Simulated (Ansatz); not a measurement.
SrCl2 (fluorite), relaxed with r2SCAN in the plane-wave code Ansatz. It is cubic, Fm-3m (No. 225); a = 6.995 Å in the conventional setting, 28.53 Å³ an atom. Sr is surrounded by 8 Cl at 3.03 Å; Cl is surrounded by 4 Sr at 3.03 Å.

The axes x, y and z are those of this cell:
```
Sr Cl
1.0
     0.00000    3.49772    3.49772
     3.49772    0.00000    3.49772
     3.49772    3.49772    0.00000
Sr Cl
1 2
Direct
  0.00000 0.00000 0.00000
  0.25000 0.25000 0.25000
  0.75000 0.75000 0.75000
```

Unstrained: PBE gives an indirect gap of 5.312 eV, from X to Γ; the least direct gap is 5.512 eV at X. The r2SCAN gap is indirect, 5.937 eV (X to Γ), below the direct gap of 5.994 eV at X. The HSE06 gap is indirect, 6.591 eV (X to Γ), below the direct gap of 6.829 eV at X. Meshes: PBE 6×6×6, r2SCAN 6×6×6, HSE06 4×4×4. Strains are changes of length per length. After each strain the atoms were relaxed again with r2SCAN in this cell and within any symmetry left, so distortions that break it or need a larger cell weren't tested; points keep the names that they have in the unstrained zone. Calculated for a static, non-magnetic cell.

Problem. Apply epitaxial -1.0 % in the plane normal to [111], free normal strain +1.24 %. How far does the gap move, against the unstrained cell?

Solution. PBE: the gap goes from 5.312 to 5.342 eV (+0.030 eV). r2SCAN: the gap goes from 5.937 to 5.967 eV (+0.030 eV). HSE06: the gap goes from 6.591 to 6.622 eV (+0.031 eV). The r2SCAN energy rises by 0.8 meV an atom.

Problem. One strain changed the r2SCAN stress by xx +1.79, yy +1.79, zz +0.07 GPa (compression positive) and the gap by +0.009 eV (PBE), -0.041 eV (r2SCAN), +0.012 eV (HSE06). Which kind of strain was it, and roughly how large?

Solution. Epitaxial -2.0 % in the xy plane, free normal strain +1.04 %. The pattern of the stress gives the kind; the size needs the stiffness, so it is an estimate.

Problem. Estimate what epitaxial -2.5 % in the xy plane, free normal strain +1.41 % does to the gap.

Solution. PBE: the gap goes from 5.312 to 5.293 eV (-0.019 eV). r2SCAN: the gap goes from 5.937 to 5.862 eV (-0.075 eV); it turns from indirect (X → Γ) to direct (X). HSE06: the gap goes from 6.591 to 6.578 eV (-0.013 eV). The r2SCAN energy rises by 9.6 meV an atom.

Problem. One strain changed the r2SCAN stress by xx -0.19, yy -0.19, zz -0.72 GPa (compression positive) and the gap by -0.062 eV (PBE), -0.062 eV (r2SCAN), -0.064 eV (HSE06). Which kind of strain was it, and roughly how large?

Solution. Uniaxial +1.0 % along z, other directions held. The pattern of the stress gives the kind; the size needs the stiffness, so it is an estimate.

Problem. One strain changed the r2SCAN stress by xx -0.70, yy -0.70, zz -0.70, xy -0.12, xz -0.12, yz -0.12 GPa (compression positive) and the gap by -0.077 eV (PBE), -0.074 eV (r2SCAN), -0.079 eV (HSE06). Which kind of strain was it, and roughly how large?

Solution. Uniaxial +2.0 % along [111], other directions held. The pattern of the stress gives the kind; the size needs the stiffness, so it is an estimate.

Spin-orbit coupling is left out.

The meshes of the hybrids are coarse, so their gaps aren't converged to the digits shown.
